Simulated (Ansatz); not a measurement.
## PbO (model cell, started as zinc blende): phonons and vibrational spectra

How does PbO (model cell, started as zinc blende) vibrate, and is this structure a minimum?

Calculated with Ansatz 0.2.0; DFT PBEsol, scalar-relativistic, plane waves, PAW.

The structure was built from a prototype and need not be the compound's stable phase.

**1. Starting point**

It takes space group F-43m (No. 216, cubic). The conventional cell has a = 5.622 Å, b = 5.622 Å, c = 5.622 Å, α = 90.00°, β = 90.00°, γ = 90.00°. Nearest to Pb lie 4 O at 2.43 Å. Nearest to O lie 4 Pb at 2.43 Å. Farther neighbours and most contacts between anions are not listed.

As a file:

```cif
data_structure
_symmetry_space_group_name_H-M 'P 1'
_symmetry_Int_Tables_number 1
_cell_length_a 3.9757
_cell_length_b 3.9757
_cell_length_c 3.9757
_cell_angle_alpha 60.000
_cell_angle_beta 60.000
_cell_angle_gamma 60.000
_cell_volume 44.43
loop_
_atom_site_label
_atom_site_type_symbol
_atom_site_fract_x
_atom_site_fract_y
_atom_site_fract_z
_atom_site_occupancy
Pb1 Pb 0.00000 0.00000 0.00000 1
O2 O 0.25000 0.25000 0.25000 1
```

**2. Relaxation**

Harmonic phonons are second derivatives at a point where the forces vanish, and they are wanted at zero stress, so atoms and cell are relaxed first.

Input file input.yaml:

```yaml
crystal:
  lattice:
    - [0.0, 2.81123, 2.81123]
    - [2.81123, 0.0, 2.81123]
    - [2.81123, 2.81123, 0.0]
  atoms:
    - { symbol: Pb, position: [0.0, 0.0, 0.0] }
    - { symbol: O, position: [0.25, 0.25, 0.25] }
kpoints:
  mp_grid: { grid: [10, 10, 10] }
hamiltonian:
  xc: pbesol
scf:
  occupations: { method: gaussian, width: 0.02 }
output:
  forces: true
  stress: true
  eigenvalues: true
relax:
  adjacent_minimum: "off"
  f_tol: 0.005
  max_steps: 80
  cell: { stress_tol: 0.05 }
```

The run is started by

```
ansatz run input.yaml --threads 4 --pin off --max-ram 7168MiB --backend cpu --events-out ev --progress --plain --runs-dir out
```

Numbers of over 12 decimals in the logs are rounded to 6 here.

The log of the run:

```text
Engine: ansatz 0.2.0, x86_64-unknown-linux-gnu
Pseudopotentials: kind: paw
Pseudopotential: Pb, paw, valence charge 14, recommended cutoff 420 eV (normal), Pb.paw.azcp
Pseudopotential: O, paw, valence charge 6, recommended cutoff 420 eV (normal), O.paw.azcp
Functional definition: PBEsol
  exchange = pbesol_x
  correlation = pbesol_c
Crystal: 2 atoms, lattice volume = 44.434 Å³
Basis set: ecut = 420 eV, 893 PW (Γ), exchange–correlation on 54×54×54 points (8 copies of the dense FFT grid, shifted against one another)
Bands: 14, of which v1, the nominal top of the filled ones, is band 10 counted from 1 (9 counted from 0)
Symmetry: 24 space group operations
Space group: F-43m (ITA 216), of the structure as read, at distance tolerance 3.5e-5 Å
k-points: 47 of 1000 (time reversal used)
Non-local potential: Pb, projectors of the file, l = 0: 2, l = 1: 2, l = 2: 2, l = 3: 2
Non-local potential: O, projectors of the file, l = 0: 2, l = 1: 2, l = 2: 1
PAW form: soft (Blöchl's): semilocal exchange-correlation on the pseudo side does not see the compensation charge
PAW frozen core: Pb, regenerated for the run's functional, and the local potential with it (the file was generated under x = pbe(κ = 0.804, μ = 0.219515), c = pbe(β = 0.066725))
PAW frozen core: O, regenerated for the run's functional, and the local potential with it (the file was generated under x = pbe(κ = 0.804, μ = 0.219515), c = pbe(β = 0.066725))
PAW one-centre angular grid: Pb, 590 points (default); XC on 64 Gauss nodes
PAW one-centre angular grid: O, 110 points (default); XC on 64 Gauss nodes
Initial density: superposition of atomic densities (neutral atoms: chi_scale 0, normalization atom), corrected by the library's trained network
Initial wavefunctions: pseudopotential atomic-orbital guess
Functional: x = pbesol(κ = 0.804, μ = 0.123457), c = pbesol(β = 0.046)
SCF iter   1: F=—  HF=-12314.994804 eV  |F-HF|=—  |Δ(HF+E_count)|=         —  Δρ=1.90e-2  dr2=1.67e-1  ethr=1.77e-3  ⟨swp⟩=6.1  Hψ=3653  notcnv=0
preconditioner: auto → none  [insulator: Δε(μ)=0.150 eV  Ē_g=16.440 eV  σ=0.020 eV  W_gap=1.00  n_scr=14 (ndim 8)  ℏωp=24.9 eV  f_vac=0.086  D(μ)=0.00/eV (n_scr^D=0)  ε∞_Penn≈3.3]
SCF iter   2: F=—  HF=-12315.021569 eV  |F-HF|=—  |Δ(HF+E_count)|=   2.68e-2  Δρ=2.55e-2  dr2=2.87e-1  ethr=8.36e-4  ⟨swp⟩=2.3  Hψ=1707  notcnv=0
SCF iter   3: F=—  HF=-12314.966905 eV  |F-HF|=—  |Δ(HF+E_count)|=   5.47e-2  Δρ=6.33e-3  dr2=1.74e-2  ethr=8.36e-4  ⟨swp⟩=2.0  Hψ=946  notcnv=0
SCF iter   4: F=—  HF=-12314.963808 eV  |F-HF|=—  |Δ(HF+E_count)|=   3.10e-3  Δρ=6.94e-4  dr2=3.00e-4  ethr=8.72e-5  ⟨swp⟩=2.2  Hψ=1283  notcnv=0
SCF iter   5: F=—  HF=-12314.963763 eV  |F-HF|=—  |Δ(HF+E_count)|=   4.51e-5  Δρ=1.17e-4  dr2=5.61e-6  ethr=1.50e-6  ⟨swp⟩=2.0  Hψ=777  notcnv=0
SCF iter   6: F=—  HF=-12314.963766 eV  |F-HF|=—  |Δ(HF+E_count)|=   2.87e-6  Δρ=1.07e-5  dr2=5.94e-8  ethr=5.00e-10  ⟨swp⟩=5.7  Hψ=3640  notcnv=0
SCF iter   7: F=-12314.963766 eV  HF=-12314.963766 eV  |F-HF|=1.58e-9  |Δ(HF+E_count)|=   5.09e-8  Δρ=3.89e-6  dr2=4.84e-9  ethr=2.97e-10  ⟨swp⟩=2.1  Hψ=2162  notcnv=0
SCF 1 converged in 7 iterations: F = -12314.963766 eV  dr2 = 4.84e-9
  greatest PAW one-centre occupation: 0.981 electrons in one spin orbital (limit 2), on the Pb atom at site 0 (counted from 0), in its partial waves of l = 2
relax step   1: F+E_penalty+E_count = -12314.96376569 eV  Δ(F+E_penalty+E_count) = +0.000e0 eV  max|allowed force component| = 5.921e-16 eV/Å  Δτ_max = 0.0000 Å  P = -1.769 GPa  Ω = 44.434 Å³  (7 SCF iters, dr2 threshold 1.00e-7 eV, accepted)
Crystal: 2 atoms, lattice volume = 42.640 Å³
Basis set: ecut = 420 eV, 869 PW (Γ), exchange–correlation on 54×54×54 points (8 copies of the dense FFT grid, shifted against one another)
Initial density: handed on by an earlier stage of this run
Initial wavefunctions: those handed on with the density
iter 1 solved again at ethr=1.01e-5 eV; its pass at ethr=3.10e-3 eV (dr2=2.02e-3 eV) is discarded
SCF iter   1: F=—  HF=-12314.971401 eV  |F-HF|=—  |Δ(HF+E_count)|=         —  Δρ=2.32e-3  dr2=1.92e-3  ethr=1.01e-5  ⟨swp⟩=1.8  Hψ=4848  notcnv=0
preconditioner: auto → none  [insulator: Δε(μ)=0.307 eV  Ē_g=16.690 eV  σ=0.020 eV  W_gap=1.00  n_scr=14 (ndim 8)  ℏωp=25.4 eV  f_vac=0.041  D(μ)=0.00/eV (n_scr^D=0)  ε∞_Penn≈3.3]
SCF iter   2: F=—  HF=-12314.971545 eV  |F-HF|=—  |Δ(HF+E_count)|=   1.44e-4  Δρ=2.17e-3  dr2=2.10e-3  ethr=9.62e-6  ⟨swp⟩=2.0  Hψ=1306  notcnv=0
SCF iter   3: F=—  HF=-12314.971155 eV  |F-HF|=—  |Δ(HF+E_count)|=   3.90e-4  Δρ=6.32e-4  dr2=1.36e-4  ethr=9.62e-6  ⟨swp⟩=2.0  Hψ=936  notcnv=0
SCF iter   4: F=—  HF=-12314.971164 eV  |F-HF|=—  |Δ(HF+E_count)|=   9.00e-6  Δρ=1.05e-4  dr2=4.37e-6  ethr=6.81e-7  ⟨swp⟩=2.0  Hψ=824  notcnv=0
SCF iter   5: F=-12314.971166 eV  HF=-12314.971166 eV  |F-HF|=1.61e-7  |Δ(HF+E_count)|=   2.65e-6  Δρ=2.63e-5  dr2=1.71e-7  ethr=1.00e-9  ⟨swp⟩=4.1  Hψ=3443  notcnv=0
SCF 2 converged in 5 iterations: F = -12314.971166 eV  dr2 = 1.71e-7
relax step   2: F+E_penalty+E_count = -12314.97116640 eV  Δ(F+E_penalty+E_count) = -7.401e-3 eV  max|allowed force component| = 6.661e-16 eV/Å  Δτ_max = 0.0000 Å  P = +1.138 GPa  Ω = 42.640 Å³  energy of the carried Pulay correction = +3.328e-3 eV  (5 SCF iters, dr2 threshold 2.00e-7 eV, accepted)
Crystal: 2 atoms, lattice volume = 43.325 Å³
iter 1 solved again at ethr=1.65e-6 eV; its pass at ethr=3.10e-3 eV (dr2=3.29e-4 eV) is discarded
SCF iter   1: F=—  HF=-12314.972236 eV  |F-HF|=—  |Δ(HF+E_count)|=         —  Δρ=9.40e-4  dr2=3.13e-4  ethr=1.65e-6  ⟨swp⟩=2.0  Hψ=4957  notcnv=0
preconditioner: auto → none  [insulator: Δε(μ)=0.324 eV  Ē_g=16.608 eV  σ=0.020 eV  W_gap=1.00  n_scr=14 (ndim 8)  ℏωp=25.2 eV  f_vac=0.056  D(μ)=0.00/eV (n_scr^D=0)  ε∞_Penn≈3.3]
SCF iter   2: F=—  HF=-12314.972261 eV  |F-HF|=—  |Δ(HF+E_count)|=   2.42e-5  Δρ=8.91e-4  dr2=3.65e-4  ethr=1.57e-6  ⟨swp⟩=2.0  Hψ=1212  notcnv=0
SCF iter   3: F=—  HF=-12314.972191 eV  |F-HF|=—  |Δ(HF+E_count)|=   6.95e-5  Δρ=2.41e-4  dr2=1.98e-5  ethr=1.57e-6  ⟨swp⟩=2.0  Hψ=795  notcnv=0
SCF iter   4: F=—  HF=-12314.972193 eV  |F-HF|=—  |Δ(HF+E_count)|=   1.31e-6  Δρ=3.58e-5  dr2=5.15e-7  ethr=9.90e-8  ⟨swp⟩=2.0  Hψ=815  notcnv=0
SCF iter   5: F=-12314.972193 eV  HF=-12314.972193 eV  |F-HF|=2.01e-8  |Δ(HF+E_count)|=   3.38e-7  Δρ=9.32e-6  dr2=2.16e-8  ethr=1.00e-9  ⟨swp⟩=5.6  Hψ=3171  notcnv=0
SCF 3 converged in 5 iterations: F = -12314.972193 eV  dr2 = 2.16e-8
relax step   3: F+E_penalty+E_count = -12314.97219293 eV  Δ(F+E_penalty+E_count) = -1.027e-3 eV  max|allowed force component| = 7.031e-16 eV/Å  Δτ_max = 0.0000 Å  P = -0.041 GPa  Ω = 43.325 Å³  energy of the carried Pulay correction = +2.042e-3 eV  (5 SCF iters, dr2 threshold 2.00e-7 eV, accepted)
[...]
relax step   4: F+E_penalty+E_count = -12314.97036343 eV  Δ(F+E_penalty+E_count) = +1.830e-3 eV  max|allowed force component| = 6.661e-16 eV/Å  Δτ_max = 0.0000 Å  P = -0.113 GPa  Ω = 43.325 Å³  stress off target by 1.13e-1 GPa  SCF on the basis re-selected at this cell (its energy is not comparable with the rows above)  (6 SCF iters)
[...]
relax step   5: F+E_penalty+E_count = -12314.97051162 eV  Δ(F+E_penalty+E_count) = -1.482e-4 eV  max|allowed force component| = 7.401e-16 eV/Å  Δτ_max = 0.0000 Å  P = -0.004 GPa  Ω = 43.258 Å³  energy of the carried Pulay correction = +1.239e-4 eV  (4 SCF iters, dr2 threshold 3.19e-8 eV, accepted)
iter 1 solved again at ethr=1.02e-7 eV; its pass at ethr=3.10e-3 eV (dr2=2.04e-5 eV) is discarded
SCF iter   1: F=—  HF=-12314.970341 eV  |F-HF|=—  |Δ(HF+E_count)|=         —  Δρ=1.19e-5  dr2=1.23e-8  ethr=1.02e-7  ⟨swp⟩=3.0  Hψ=5744  notcnv=0
preconditioner: auto → none  [insulator: Δε(μ)=0.328 eV  Ē_g=16.618 eV  σ=0.020 eV  W_gap=1.00  n_scr=14 (ndim 8)  ℏωp=25.2 eV  f_vac=0.052  D(μ)=0.00/eV (n_scr^D=0)  ε∞_Penn≈3.3]
SCF iter   2: F=—  HF=-12314.970339 eV  |F-HF|=—  |Δ(HF+E_count)|=   2.21e-6  Δρ=5.94e-6  dr2=6.65e-9  ethr=6.13e-11  ⟨swp⟩=2.3  Hψ=1142  notcnv=0
SCF iter   3: F=—  HF=-12314.970339 eV  |F-HF|=—  |Δ(HF+E_count)|=   5.18e-9  Δρ=5.24e-6  dr2=9.33e-9  ethr=3.33e-11  ⟨swp⟩=2.0  Hψ=1002  notcnv=0
SCF iter   4: F=-12314.970339 eV  HF=-12314.970339 eV  |F-HF|=2.00e-11  |Δ(HF+E_count)|=   1.12e-9  Δρ=3.28e-7  dr2=1.58e-11  ethr=1.00e-12  ⟨swp⟩=6.0  Hψ=3771  notcnv=0
SCF 6 converged in 4 iterations: F = -12314.970339 eV  dr2 = 1.58e-11
relax step   6: F+E_penalty+E_count = -12314.97033893 eV  Δ(F+E_penalty+E_count) = +1.727e-4 eV  max|allowed force component| = 6.291e-16 eV/Å  Δτ_max = 0.0000 Å  P = -0.007 GPa  Ω = 43.258 Å³  stress off target by 6.53e-3 GPa  SCF on the basis re-selected at this cell (its energy is not comparable with the rows above)  (4 SCF iters)
basis re-selected at this cell: Δ(F+E_penalty+E_count) = +1.727e-4 eV, ΔP = -0.003 GPa vs the last step (what re-selecting the basis moved, of the pressure what is left beyond the Pulay correction that the steps carried, after the strain that the cell walked since its last selection, with what the two solves' SCF thresholds leave and, on support functions, any second-order correction that the steps lacked; it is no m [...]
SCF converged after 4 iterations
Free energy (F): -12314.970339 eV
Harris-Foulkes:  -12314.970339 eV  (|F-HF|=2.00e-11)
Internal energy: -12314.970339 eV  (E = F + TS)
E sigma→0 (E₀):  -12314.970339 eV
Fermi energy:    7.967905 eV
--- Per-component energies (eV) ---
  E_band       = -71.787870
  E_kinetic    = 460.802538
  E_local      = -1521.187089  (includes V_loc(G=0)·N_el)
  E_nonlocal   = 400.514565
  E_hartree    = 590.449189
  E_xc         = -292.050102
  E_vxc        = -226.235910  (∫ρ·V_xc dr)
  E_paw        = -10405.189974  (= ΣΔE_a)
  E_vpaw       = -366.582689  (= ΣTr[D̂ρ^β])
  E_aug_tail   = 0.002373  (compensation charges beyond the density's cutoff)
  E_ewald      = -1548.409243
  E_core_change = 0.097405  (= ΣΔE_core)
  E_smearing   = -0.000000  (= −TS)
  E_closure    = 0.000000  (closes the sum)
  Σ components = -12314.970339   (vs F -12314.970339, Δ=0.00e0)
--- Forces (eV/Å), atoms counted from 1 ---
  atom   1  Pb    -0.00000000     0.00000000    -0.00000000
  atom   2  O      0.00000000    -0.00000000     0.00000000
  max |Σ_I F_I| component: 2.22e-16 eV/Å
--- Stress (GPa, compression-positive) ---
       -0.006529      -0.000000      -0.000000
       -0.000000      -0.006529       0.000000
       -0.000000       0.000000      -0.006529
  P = ⅓ Tr σ = -0.0065 GPa (-0.065 kbar)
--- Band table (eV; the first three rows and the last of 47) ---
  k-point 0: bands = [... 6 lower, 0.9497, 5.4514, 5.4514, 5.4514, 13.0828, 13.0828, 13.0828, 15.8865]
  k-point 1: bands = [... 6 lower, 0.8591, 5.4018, 5.4018, 5.4940, 12.2547, 13.1314, 13.1314, 16.7905]
  k-point 2: bands = [... 6 lower, 0.6084, 5.2759, 5.2759, 5.5737, 11.1420, 13.2291, 13.2291, 17.2025]
  k-point 46: bands = [... 6 lower, -0.0890, 3.8246, 3.8993, 7.8030, 9.7320, 11.5334, 12.9676, 16.1978]
--- Relaxed structure (4 steps of the walk, 4 accepted, 2 SCFs on fresh bases) ---
  F+E_penalty+E_count = -12314.97033893 eV   max|allowed force component| = 6.291e-16 eV/Å   (the final SCF, on the basis selected at the relaxed cell)
  cell:  # Å, volume = 43.2582 Å³
    - [0, 2.786202, 2.786202]
    - [2.786202, 0, 2.786202]
    - [2.786202, 2.786202, 0]
  atoms:
    - { symbol: Pb, position: [0, 0, 0] }
    - { symbol: O, position: [0.25, 0.25, 0.25] }
```

Elapsed: 4.1 s, on 4 threads of Intel Xeon 6975P-C (Granite Rapids), shared host; peak memory 0.45 GiB; 15 s of CPU time.

Step by step:

```csv
step,energy less that of the first step (eV),largest force component (eV/Å),pressure (GPa),volume (Å³)
1,0.0000,0.0000,-1.77,44.43
2,-0.0074,0.0000,1.14,42.64
3,-0.0084,0.0000,-0.04,43.32
4*,-0.0066,0.0000,-0.11,43.32
5,-0.0067,0.0000,0.00,43.26
6*,-0.0066,0.0000,-0.01,43.26
```

Relaxation steps marked * repeat the geometry before them on a plane-wave basis chosen anew for their cell, so energy and pressure can jump there.

Forces are held to the 24 operations that the run works with; a distortion that breaks them can't arise in this run.

```csv
"conventional cell, symmetrised",before,after,change
a (Å),5.622,5.572,-0.9 %
b (Å),5.622,5.572,-0.9 %
c (Å),5.622,5.572,-0.9 %
volume (Å³/atom),22.22,21.63,-2.6 %
```

The relaxed structure:

```xyz
2
Lattice="0.0000 2.7862 2.7862 2.7862 0.0000 2.7862 2.7862 2.7862 0.0000" Properties=species:S:1:pos:R:3 pbc="T T T"
Pb    0.0000    0.0000    0.0000
O     1.3931    1.3931    1.3931
```

Numbers from this step:

```yaml
pressure: -0.006529 GPa
gap_on_the_k_mesh: 0.3282 eV
volume_per_atom: 21.63 Å³
direct_gap_on_mesh: 0.4987 eV
```

In this step the volume went from 22.22 to 21.63 Å³/atom.

**3. Relaxing to small forces for the phonons**

Phonons need a cell at rest on their own settings, so the relaxation is repeated with tight tolerances on forces and stress, using the mesh and the filling of the phonon run that follows.

Input file input.yaml:

```yaml
crystal:
  lattice:
    - [0.0, 2.7862023436, 2.7862023436]
    - [2.7862023436, 0.0, 2.7862023436]
    - [2.7862023436, 2.7862023436, 0.0]
  atoms:
    - { symbol: Pb, position: [0.0, 0.0, 0.0] }
    - { symbol: O, position: [0.25, 0.25, 0.25] }
kpoints:
  mp_grid: { grid: [12, 12, 12] }
hamiltonian:
  xc: pbesol
scf:
  occupations: { method: fixed }
output:
  forces: true
  stress: true
  eigenvalues: true
relax:
  adjacent_minimum: "off"
  f_tol: 0.001
  max_steps: 60
  cell: { stress_tol: 0.01 }
```

The log of the run:

```text
[...]
Crystal: 2 atoms, lattice volume = 43.258 Å³
Basis set: ecut = 420 eV, 869 PW (Γ), exchange–correlation on 54×54×54 points (8 copies of the dense FFT grid, shifted against one another)
Bands: 14, of which v1, the nominal top of the filled ones, is band 10 counted from 1 (9 counted from 0)
Symmetry: 24 space group operations
[...]
k-points: 72 of 1728 (time reversal used)
[...]
k-point 71: bands = [... 6 lower, -0.0836, 3.7933, 3.8725, 7.8191, 10.1453, 11.0766, 12.9365, 16.5007]
--- Relaxed structure (1 steps of the walk, 1 accepted, 1 SCFs on fresh bases) ---
[...]
cell:  # Å, volume = 43.2582 Å³
    - [0.0, 2.7862023436, 2.7862023436]
    - [2.7862023436, 0.0, 2.7862023436]
    - [2.7862023436, 2.7862023436, 0.0]
  atoms:
    - { symbol: Pb, position: [0.0, 0.0, 0.0] }
    - { symbol: O, position: [0.250000, 0.250000, 0.250000] }
[key lines of the parts left out:]
SCF converged after 5 iterations
Free energy (F): -12314.970326 eV
Fermi energy:    7.819108 eV
P = ⅓ Tr σ = -0.0074 GPa (-0.074 kbar)
```

It took 1.4 s on 4 threads; peak memory 0.46 GiB; 5 s of CPU time.

Little changed from the start: no atom moved by 0.005 Å and no cell edge by 0.1 %.

This step gave:

```
pressure          : -0.007424 GPa
gap on the k-mesh : 0.3120 eV
```

The forces vanish by symmetry and the pressure is -0.007 GPa, within the tolerances set. The cell now holds 21.63 Å³/atom.

[end of part 1 of 3]

[Logs are printed without paths, hosts, clocks, repeated set-up lines and the standing remarks that a program may print on its own settings, such as how far it seeks lower states.]

[Hosts, paths, dates, database ids (printed as entryN), source tags and the programs' standing remarks are cut or masked in the printed files.]
